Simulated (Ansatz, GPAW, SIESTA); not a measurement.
Sb: programs and potentials compared

```
Sb
1.0
     3.12240    0.00000    0.00000
     0.00000    4.34752    0.00000
    -0.03891    0.00000    4.40585
Sb
2
Direct
  0.01139 0.25000 0.24117
  0.98861 0.75000 0.75883
```

This isn't the form of Sb at room conditions, which is rhombohedral.

Alike in all runs: task single point; functional PBEsol; k mesh 9 × 6 × 6; occupations fermi-dirac, width 0.05 eV; no spin polarisation; no spin-orbit coupling. Pressure is positive in compression and, in plane waves, holds the error of the finite cutoff, which Ansatz's Pulay term estimates and takes out.

| program and potentials | plane-wave cutoff (eV) | notes | pressure (GPa) |
| --- | --- | --- | --- |
| Ansatz, Ansatz PAW | 420 | potentials made for PBE, which Ansatz adapts in part; Pulay term of +0.03 GPa included | -2.22 |
| Ansatz, all-electron LAPW, scalar-relativistic | - | - | ? |
| GPAW, PAW data sets generated for this functional | 600 | - | -2.51 |
| SIESTA, files PseudoDojo sr-pbesol-0.4.1-standard, DZP (energy shift 0.003 Ry; two zetas on semicore shells) | - | atomic basis | -1.21 |

Problem. Estimate from the other rows what the run with Ansatz, all-electron LAPW, scalar-relativistic gave.

Solution. Pressure -2.20 GPa. The other rows, which needn't bracket it: pressure -2.51 to -1.21.
